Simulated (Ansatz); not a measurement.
A generator proposed this cell of MgZn2O3.

```
Mg Zn O
1.0
    -1.63006    1.63006    6.91578
     1.63006   -1.63006    6.91578
     1.63006    1.63006   -6.91578
Mg Zn O
1 2 3
Direct
  0.50000 0.50000 0.00000
  0.83333 0.83333 0.00000
  0.16667 0.16667 0.00000
  0.41667 0.91667 0.50000
  0.08333 0.58333 0.50000
  0.75000 0.25000 0.50000
```

Theory: DFT PBE, scalar-relativistic, plane waves, PAW in Ansatz. Settings: cutoff 420 eV, Γ-centred mesh 8×8×8 on the computed 6-atom cell, Gaussian smearing of 0.10 eV; no spin polarisation.

Formation energies are uncorrected and refer to the elements' standard structures at the same level (O₂ as a molecule).

**Question.** What does a single point on this coarse mesh give?

**Answer.** The pressure is 0.3 GPa (the mean over three directions, positive in compression), the largest force is 0.27 eV/Å, and the energy is −1.81 eV/atom against the elements. The shortest distance is 2.00 Å.

**Question.** Is it a good guess?

**Answer.** A good one: relaxing gains under 0.03 eV/atom in 6 ionic steps and ends at −1.814 eV/atom on the finer mesh. The symmetry stays I-4m2 (No. 119). The volume per atom stays near 12.3 Å³. The shortest distance goes from 2.00 Å (Mg–O and Zn–O) to 1.99 Å (Mg–O). Conventional cell: a = 3.275 Å, c = 13.726 Å. Mg is surrounded by 4 O at 1.99 Å; around Zn lie 4 O at 2.00–2.01 Å; around O on a site of symmetry 2mm lie 2 Mg at 1.99 Å and 2 Zn at 2.01 Å; 1 more site not described.

The last run used a 12×12×12 mesh for its 6-atom cell and Gaussian smearing of 0.02 eV. The relaxation can't lower the symmetry of the start, and the grade says only how near the guess is to its own end. A structure relaxed within its symmetry needn't be a true minimum.
